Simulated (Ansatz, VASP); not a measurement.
**C in VASP and in Ansatz**

```
C
1.0
     1.80824    0.00000    0.00000
     0.00000    1.80824    0.00000
     0.00000    0.00000    1.66343
C
1
Direct
  0.50000 0.50000 0.00000
```

Alike in both runs: task relaxation of cell and atoms; functional PBE; k mesh 10 × 10 × 10; occupations gaussian, width 0.1 eV; no spin polarisation.

|  | VASP | Ansatz |
| --- | --- | --- |
| version | VASP 6.6.1 | Ansatz 0.2.0 |
| potentials or method | VASP PAW PBE potentials, release 64 (C) | scalar-relativistic, plane waves, PAW |
| plane-wave cutoff (eV) | 600 | 420 |
| valence electrons in the cell | 4 | 4 |

VASP gave:

* gap on the k mesh at the Fermi level, each at its own relaxed structure (eV): none
* relaxed volume (Å³/atom): 5.58
* relaxed cell length with the largest relative difference (Å): 1.722
* energy change over the relaxation (meV/atom): -25

Problem. Which values does Ansatz return?

Solution. gap on the k mesh at the Fermi level, each at its own relaxed structure (eV): none; relaxed volume (Å³/atom): 5.59; relaxed cell length with the largest relative difference (Å): 1.724; energy change over the relaxation (meV/atom): -25.

A gap of «none» marks a metal or a gap that the smearing closes.

Caveats: the k mesh is coarse (spacing up to 0.38 Å⁻¹), so the values aren't converged.
